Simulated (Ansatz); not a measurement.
Geometry optimisation, Ansatz, DFT PBEsol, scalar-relativistic, plane waves, PAW.

Input file:

```yaml
crystal:
  lattice:
    - [0.0, 5.43, 5.43]
    - [5.43, 0.0, 5.43]
    - [5.43, 5.43, 0.0]
  atoms:
    - { symbol: Si, position: [0.0, 0.0, 0.0] }
    - { symbol: Si, position: [0.125, 0.125, 0.125] }
    - { symbol: Si, position: [0.0, 0.0, 0.5] }
    - { symbol: Si, position: [0.125, 0.125, 0.625] }
    - { symbol: Si, position: [0.0, 0.5, 0.0] }
    - { symbol: Si, position: [0.125, 0.625, 0.125] }
    - { symbol: Si, position: [0.0, 0.5, 0.5] }
    - { symbol: Si, position: [0.125, 0.625, 0.625] }
    - { symbol: Si, position: [0.5, 0.0, 0.0] }
    - { symbol: Si, position: [0.625, 0.125, 0.125] }
    - { symbol: Si, position: [0.5, 0.0, 0.5] }
    - { symbol: Si, position: [0.625, 0.125, 0.625] }
    - { symbol: Si, position: [0.5, 0.5, 0.0] }
    - { symbol: Si, position: [0.625, 0.625, 0.125] }
    - { symbol: Si, position: [0.5, 0.5, 0.5] }
    - { symbol: Si, position: [0.625, 0.625, 0.625] }
    - { symbol: Si, position: [0.81049506, 0.82046623, 0.55176819] }
basis:
  ecutwfc: 420.0
kpoints:
  mp_grid: { grid: [2, 2, 2] }
hamiltonian:
  xc: pbesol
  pseudopotentials: { kind: paw, azcp: { folder: soft_1 } }
scf:
  occupations: { method: gaussian, width: 0.05 }
  lower_state_search: "off"
relax:
  f_tol: 0.03
  max_steps: 60
  adjacent_minimum: "off"
```

Launched with:

```bash
$ ansatz run input.yaml --threads 1 --pin off --max-ram 3072MiB --backend cpu --events-out ev --progress --plain --runs-dir out
```

Where does it end, and by what steps?

The run converged. Limits of this set-up: coarse k mesh, PAW files made for another functional, a small cell, in which the defect meets its images. After 12 steps the energy has fallen by 1.025 eV; Si17 moved furthest, 0.52 Å. Joined: Si14–Si17 (3.59 → 2.58 Å).

```
step  energy less start (eV)  largest force component (eV/Å)  accepted
   0                  0.0000                           2.514       yes
   1                 -0.7082                           1.121       yes
   2                 -0.9541                           0.305       yes
   3                 -0.9810                           0.060       yes
   4                 -0.9853                           0.052       yes
   5                 -0.9815                           0.157        no
   6                 -0.9946                           0.047       yes
   7                 -1.0060                           0.078       yes
   8                 -1.0150                           0.103       yes
   9                 -1.0122                           0.173        no
  10                 -1.0239                           0.051       yes
  11                 -1.0245                           0.037       yes
  12                 -1.0253                           0.006       yes
```

```xyz
17
Lattice="0.0000 5.4300 5.4300 5.4300 0.0000 5.4300 5.4300 5.4300 0.0000" Properties=species:S:1:pos:R:3
Si 0.093 0.090 -0.092
Si 1.397 1.395 1.330
Si 2.762 2.758 0.013
Si 4.175 4.171 1.256
Si 2.650 0.066 2.781
Si 4.101 1.395 4.034
Si 5.418 2.758 2.669
Si 6.664 4.264 4.198
Si 0.068 2.648 2.780
Si 1.398 4.098 4.033
Si 2.762 5.415 2.669
Si 4.267 6.660 4.197
Si 2.650 2.648 5.362
Si 3.786 3.784 7.075
Si 5.167 5.164 5.694
Si 6.664 6.659 6.594
Si 7.727 7.725 8.564
```

Whether the end is a true minimum wasn't checked by a vibrational analysis.

The run took 37 s on 1 thread of Intel(R) Xeon(R) 6975P-C (Granite Rapids), with other jobs on the host, peak memory 0.57 GiB.
